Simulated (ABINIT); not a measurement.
AlN:

```
Al N
1.0
     0.00000    2.18399    2.18399
     2.18399    0.00000    2.18399
     2.18399    2.18399    0.00000
Al N
1 1
Cartesian
  0.0000 0.0000 0.0000
  1.0920 1.0920 1.0920
```

Measurements of this composition are mostly on another form, of space group No. 186.

Program: ABINIT 10.8.3 (patched build). Alike in all runs: no spin polarisation; cell as given; smearing fermi-dirac 0.05 eV. Hardware: 1 thread of Arm Neoverse V1, with other jobs on the host.

Problem. Order these runs on this cell by their wall time, lowest first.
A. task band structure; level RPBE; potentials or basis PseudoDojo NC SR PBE v0.4.1 standard; k mesh 10 × 10 × 10; cutoff (eV) 1143
B. task band structure; level rSCAN; potentials or basis JTH PAW PBE v2.0; k mesh 10 × 10 × 10; cutoff (eV) 816; fine-grid cutoff 1414.99 eV
C. task band structure; level LDA-VWN; potentials or basis JTH PAW LDA v2.0; k mesh 10 × 10 × 10; cutoff (eV) 680; fine-grid cutoff 1278.94 eV
D. task single point; level LDA; potentials or basis JTH PAW LDA v2.0; k mesh 6 × 6 × 6; cutoff (eV) 680; fine-grid cutoff 1278.94 eV
E. task single point; level PBEsol; potentials or basis JTH PAW PBE v2.0; k mesh 6 × 6 × 6; cutoff (eV) 680; fine-grid cutoff 1278.94 eV

Solution. D (4.4 s), E (9.9 s), C (27 s), A (60 s), B (140 s).

Runs at the PBE level aren't shown here.
